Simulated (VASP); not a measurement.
# CsSnI3 (Pm-3m) in VASP: single point with revPBE

Aim: the single point of CsSnI3 with revPBE.

Everything below comes from runs of VASP 6.6.1. Logs are shortened: lines on timing, memory, paths and dates and some standing lists are left out, and cuts for length are marked.

### 1 The structure

It takes space group Pm-3m (No. 221, cubic). The conventional cell has a = 6.206 Å, b = 6.206 Å, c = 6.206 Å, α = 90.00°, β = 90.00°, γ = 90.00°. Around Cs (site symmetry m-3m) lie 12 I at 4.39 Å. Sn (site symmetry m-3m) has 6 I at 3.10 Å as nearest neighbours. I (site symmetry 4/mmm) has 2 Sn at 3.10 Å as nearest neighbours.

### 2 Single point, revPBE

Input file INCAR:

```
PREC = Accurate
ENCUT = 520
EDIFF = 1E-6
ISMEAR = 0
SIGMA = 0.01
LREAL = F
LASPH = T
NELM = 100
ALGO = Normal
ISIF = 2
LWAVE = F
LCHARG = F
GGA = RE
NBANDS = 30
```

Input file KPOINTS:

```
Automatic mesh
0
Gamma
  3 3 3
```

Input file POSCAR:

```
CsSnI3
1.0
    6.2057000000      0.0000000000      0.0000000000
    0.0000000000      6.2057000000      0.0000000000
    0.0000000000      0.0000000000      6.2057000000
Cs Sn I
1 1 3
Direct
    0.0000000000      0.0000000000      0.0000000000
    0.5000000000      0.5000000000      0.5000000000
    0.0000000000      0.5000000000      0.5000000000
    0.5000000000      0.0000000000      0.5000000000
    0.5000000000      0.5000000000      0.0000000000
```

Potentials or basis: VASP PAW PBE potentials, release 64 (Cs_sv, Sn_d, I).

Command:

```bash
> cat potpaw_PBE.64/Cs_sv/POTCAR potpaw_PBE.64/Sn_d/POTCAR potpaw_PBE.64/I/POTCAR > POTCAR
> mpirun -np 1 vasp_std > vasp.out
```

OUTCAR:

```text
PREC = Accurate
   ENCUT = 520
   EDIFF = 1E-6
   ISMEAR = 0
   LREAL = F
   LASPH = T
   NELM = 100
   ISIF = 2
   GGA = RE

 ion  position               nearest neighbor table
   1  0.000  0.000  0.000-
   2  0.500  0.500  0.500-   3 3.10   4 3.10   5 3.10   5 3.10   4 3.10   3 3.10
   3  0.000  0.500  0.500-   2 3.10   2 3.10
   4  0.500  0.000  0.500-   2 3.10   2 3.10
   5  0.500  0.500  0.000-   2 3.10   2 3.10

  LATTYP: Found a simple cubic cell.
 ALAT       =     6.2057000000

  Lattice vectors:

 A1 = (   6.2057000000,   0.0000000000,   0.0000000000)
 A2 = (   0.0000000000,   6.2057000000,   0.0000000000)
 A3 = (   0.0000000000,   0.0000000000,   6.2057000000)

Analysis of symmetry for initial positions (statically):
=====================================================================
 Subroutine PRICEL returns:
 Original cell was already a primitive cell.

 Routine SETGRP: Setting up the symmetry group for a
 simple cubic supercell.

 Subroutine GETGRP returns: Found 48 space group operations
 (whereof 48 operations were pure point group operations)
 out of a pool of 48 trial point group operations.

The static configuration has the point symmetry O_h .

Analysis of symmetry for dynamics (positions and initial velocities):
=====================================================================
 Subroutine PRICEL returns:
 Original cell was already a primitive cell.

 Routine SETGRP: Setting up the symmetry group for a
 simple cubic supercell.

 Subroutine GETGRP returns: Found 48 space group operations
 (whereof 48 operations were pure point group operations)
 out of a pool of 48 trial point group operations.

The dynamic configuration has the point symmetry O_h .

 Subroutine INISYM returns: Found 48 space group operations
 (whereof 48 operations are pure point group operations),
 and found     1 'primitive' translations

----------------------------------------------------------------------------------------

                                     Primitive cell

  volume of cell :     238.9859

  direct lattice vectors                    reciprocal lattice vectors
     6.205700000  0.000000000  0.000000000     0.161142176  0.000000000  0.000000000
     0.000000000  6.205700000  0.000000000     0.000000000  0.161142176  0.000000000
     0.000000000  0.000000000  6.205700000     0.000000000  0.000000000  0.161142176

  length of vectors
     6.205700000  6.205700000  6.205700000     0.161142176  0.161142176  0.161142176

  position of ions in fractional coordinates (direct lattice)
     0.000000000  0.000000000  0.000000000
     0.500000000  0.500000000  0.500000000
     0.000000000  0.500000000  0.500000000
     0.500000000  0.000000000  0.500000000
     0.500000000  0.500000000  0.000000000

  ion indices of the primitive-cell ions
   primitive index   ion index
                 1           1
                 2           2
                 3           3
                 4           4
                 5           5

----------------------------------------------------------------------------------------

 KPOINTS: Automatic mesh

Automatic generation of k-mesh.
 Grid dimensions read from file:
 generate k-points for:    3    3    3

 Generating k-lattice:

  Cartesian coordinates                     Fractional coordinates (reciprocal lattice)
     0.053714059  0.000000000  0.000000000     0.333333333  0.000000000  0.000000000
     0.000000000  0.053714059  0.000000000     0.000000000  0.333333333  0.000000000
     0.000000000  0.000000000  0.053714059     0.000000000  0.000000000  0.333333333

  Length of vectors
     0.053714059  0.053714059  0.053714059

  Shift w.r.t. Gamma in fractional coordinates (k-lattice)
     0.000000000  0.000000000  0.000000000

 Subroutine IBZKPT returns following result:
 ===========================================

 Found      4 irreducible k-points:

 Following reciprocal coordinates:
            Coordinates               Weight
  0.000000  0.000000  0.000000      1.000000
  0.333333  0.000000  0.000000      6.000000
  0.333333  0.333333  0.000000     12.000000
  0.333333  0.333333  0.333333      8.000000
   k-points           NKPTS =      4   k-points in BZ     NKDIM =      4   number of bands    NBANDS=     30
   number of dos      NEDOS =    301   number of ions     NIONS =      5
   total plane-waves  NPLWV = 110592
   dimension x,y,z NGX =    48 NGY =   48 NGZ =   48
   dimension x,y,z NGXF=    96 NGYF=   96 NGZF=   96
   ions per type =               1   1   3
   NGX,Y,Z   is equivalent  to a cutoff of  12.86, 12.86, 12.86 a.u.
   NGXF,Y,Z  is equivalent  to a cutoff of  25.72, 25.72, 25.72 a.u.
 SYSTEM =  unknown system
   PREC   = accura    normal or accurate (medium, high low for compatibility)
   ISTART =      0    job   : 0-new  1-cont  2-samecut
   ICHARG =      2    charge: 1-file 2-atom 10-const
   ISPIN  =      1    spin polarized calculation?
   LNONCOLLINEAR =      F non collinear calculations
   LSORBIT =      F    spin-orbit coupling
   LASPH  =      T    aspherical Exc in radial PAW
   ENCUT  =  520.0 eV  38.22 Ry    6.18 a.u.  11.54 11.54 11.54*2*pi/ulx,y,z
   NELM   =    100;   NELMIN=  2; NELMDL= -5     # of ELM steps
   EDIFF  = 0.1E-05   stopping-criterion for ELM
   LREAL  =      F    real-space projection
   EDIFFG = 0.1E-04   stopping-criterion for IOM
   NSW    =      0    number of steps for IOM
   IBRION =     -1    ionic relax: 0-MD 1-quasi-New 2-CG
   NFREE  =      0    steps in history (QN), initial steepest desc. (CG)
   ISIF   =      2    stress and relaxation
   ISYM   =      2    0-nonsym 1-usesym 2-fastsym
   POTIM  = 0.5000    time-step for ionic-motion
   TEBEG  =    0.0;   TEEND  =   0.0 temperature during run
   PSTRESS=    0.0 pullay stress
   NELECT =      44.0000    total number of electrons
   NUPDOWN=      -1.0000    fix difference up-down
   EMIN   =  10.00;   EMAX   =-10.00  energy-range for DOS
   EFERMI =   0.00;   METHOD = LEGACY
   ISMEAR =     0;   SIGMA  =   0.01  broadening in eV -4-tet -1-fermi 0-gaus
   EFERMI_NEDOS =   21; number of points for ismear=-14 and -15
   IALGO  =     38    algorithm
   IMIX   =      4    mixing-type and parameters
     AMIX     =   0.40;   BMIX     =  1.00
     AMIX_MAG =   1.60;   BMIX_MAG =  1.00
  volume/ion in A,a.u.               =      47.80       322.55
  Fermi-wavevector in a.u.,A,eV,Ry     =   0.931326  1.759950 11.801253  0.867368
  Thomas-Fermi vector in A             =   2.057807
   LORBIT       =      0    0 simple, 1 ext, 2 COOP (PROOUT), +10 PAW based schemes
   GGA     = RE    functional components
   LHFCALC =     F    Hartree Fock is set to
   AEXX    =    0.0000 exact exchange contribution
   IVDW    =     0    specifies the selected vdW correction
   LEPSILON=     F    determine dielectric tensor
   LRPA    =     F    only Hartree local field effects (RPA)
 non-spin polarized calculation
 Gauss-broadening in eV      SIGMA  =   0.01
  energy-cutoff  :      520.00
  volume of cell :      238.99
 maximum number of plane-waves:      6467
 NGX is ok and might be reduce to    48

 number of electron      43.9999983 magnetization

 Free energy of the ion-electron system (eV)
  ---------------------------------------------------
  ext. energy  EPLUGINS =         0.00000000
  ---------------------------------------------------
  free energy    TOTEN  =       -13.12261266 eV

  energy without entropy =      -13.12261266  energy(sigma->0) =      -13.12261266

 E-fermi :   1.5976     XC(G=0):  -7.3111

 val. band max:        1.4786069770   @ k =   0.3333   0.3333   0.3333
 cond. band min:       4.5668889227   @ k =   0.3333   0.3333   0.3333
 fundamental gap:      3.0882819457
 Fermi energy:         1.5976247302

 k-point     1 :       0.0000    0.0000    0.0000
  band No.  band energies     occupation
      1     -19.3917      2.00000
      2     -19.0945      2.00000
      3     -19.0945      2.00000
      4     -19.0761      2.00000
      5     -19.0761      2.00000
      6     -19.0761      2.00000
[... 22 lines left out ...]
     29       7.7550      0.00000
     30       7.7550      0.00000

 k-point     2 :       0.3333    0.0000    0.0000
  band No.  band energies     occupation
      1     -19.3914      2.00000
      2     -19.0945      2.00000
      3     -19.0934      2.00000
      4     -19.0762      2.00000
      5     -19.0762      2.00000
      6     -19.0761      2.00000
[... 22 lines left out ...]
     29       7.2576      0.00000
     30       7.7631      0.00000

 k-point     3 :       0.3333    0.3333    0.0000
  band No.  band energies     occupation
      1     -19.3911      2.00000
      2     -19.0939      2.00000
      3     -19.0928      2.00000
      4     -19.0764      2.00000
      5     -19.0762      2.00000
      6     -19.0762      2.00000
[... 22 lines left out ...]
     29       7.7192      0.00000
     30       7.7623      0.00000

 k-point     4 :       0.3333    0.3333    0.3333
  band No.  band energies     occupation
      1     -19.3909      2.00000
      2     -19.0928      2.00000
      3     -19.0928      2.00000
      4     -19.0764      2.00000
      5     -19.0764      2.00000
      6     -19.0764      2.00000
[... 22 lines left out ...]
     29       7.5218      0.00000
     30       8.1805      0.00000

------------------------ aborting loop because EDIFF is reached ----------------------------------------

  FORCE on cell =-STRESS in cart. coord.  units (eV):
  Direction    XX          YY          ZZ          XY          YZ          ZX
  --------------------------------------------------------------------------------------
  -------------------------------------------------------------------------------------
  Total        1.6623245      1.6623245      1.6623245     -0.0000000     -0.0000000     -0.0000000
  in kB       11.1443324     11.1443324     11.1443324     -0.0000000     -0.0000000     -0.0000000
  external PRESSURE =      11.1443324 kB  Pullay stress =       0.0000000 kB

 VOLUME and BASIS-vectors are now :
 -----------------------------------------------------------------------------
  energy-cutoff  :      520.00
  volume of cell :      238.99
      direct lattice vectors                 reciprocal lattice vectors
     6.205700000  0.000000000  0.000000000     0.161142176  0.000000000  0.000000000
     0.000000000  6.205700000  0.000000000     0.000000000  0.161142176  0.000000000
     0.000000000  0.000000000  6.205700000     0.000000000  0.000000000  0.161142176

 POSITION                                       TOTAL-FORCE (eV/Angst)
 -----------------------------------------------------------------------------------
      0.00000      0.00000      0.00000         0.000000      0.000000      0.000000
      3.10285      3.10285      3.10285         0.000000      0.000000      0.000000
      0.00000      3.10285      3.10285         0.000000      0.000000      0.000000
      3.10285      0.00000      3.10285         0.000000      0.000000      0.000000
      3.10285      3.10285      0.00000         0.000000      0.000000      0.000000
 -----------------------------------------------------------------------------------
    total drift:                                0.000000     -0.000000     -0.000000

  FREE ENERGIE OF THE ION-ELECTRON SYSTEM (eV)
  ---------------------------------------------------
  free  energy   TOTEN  =       -13.1226126564 eV

  energy  without entropy=      -13.1226126564  energy(sigma->0) =      -13.12261266
```

Run time: 40 s. Hardware: 1 thread of Intel Xeon Platinum 8259CL at 2.50GHz (Skylake/Cascade Lake), shared host; peak memory 0.32 GiB.

Results:

* Free energy: -13.1226 eV
* Pressure: 1.1 GPa
* Band gap on the k mesh: 3.09 eV, direct

Levels at points of the mesh, in eV from the valence-band top:
```
           k point  band 19  band 20  band 21  band 22  band 23  band 24  band 25  band 26
(0.00, 0.00, 0.00)    -0.86    -0.70    -0.70    -0.70     3.93     4.79     4.79     5.06
```

Caveat: the PAW data sets were made with another functional, which shifts forces and pressure a little; spin-orbit coupling is left out, which moves the levels of the heavy elements; an odd mesh through Γ misses points on the zone boundary, where band edges often lie.
